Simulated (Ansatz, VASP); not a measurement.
**BP in VASP and in Ansatz**

```
CELL_PARAMETERS angstrom
5.32142 0.00000 0.00000
0.00000 5.32142 0.00000
0.00000 0.00000 5.32142
ATOMIC_POSITIONS crystal
B 0.87500 0.87500 0.87500
B 0.62500 0.12500 0.37500
B 0.12500 0.37500 0.62500
B 0.37500 0.62500 0.12500
P 0.37500 0.37500 0.37500
P 0.12500 0.62500 0.87500
P 0.62500 0.87500 0.12500
P 0.87500 0.12500 0.62500
```

Alike in both runs: task relaxation of cell and atoms; functional PBE; k mesh 8 × 8 × 8; occupations gaussian, width 0.1 eV; no spin polarisation.

```csv
,VASP,Ansatz
version,VASP 6.6.1,Ansatz 0.2.0
potentials or method,"VASP PAW PBE potentials, release 64 (B, P)","scalar-relativistic, plane waves, PAW"
plane-wave cutoff (eV),600,420
valence electrons in the cell,32,32
```

|  | VASP | Ansatz | Ansatz less VASP |
| --- | --- | --- | --- |
| gap on the k mesh at the Fermi level, each at its own relaxed structure (eV) | none | none | - |
| relaxed volume (Å³/atom) | 18.80 | 18.84 | +0.038 |
| relaxed cell length with the largest relative difference (Å) | 5.318 | 5.321 | +0.0036 |

A gap of «none» marks a metal or a gap that the smearing closes.
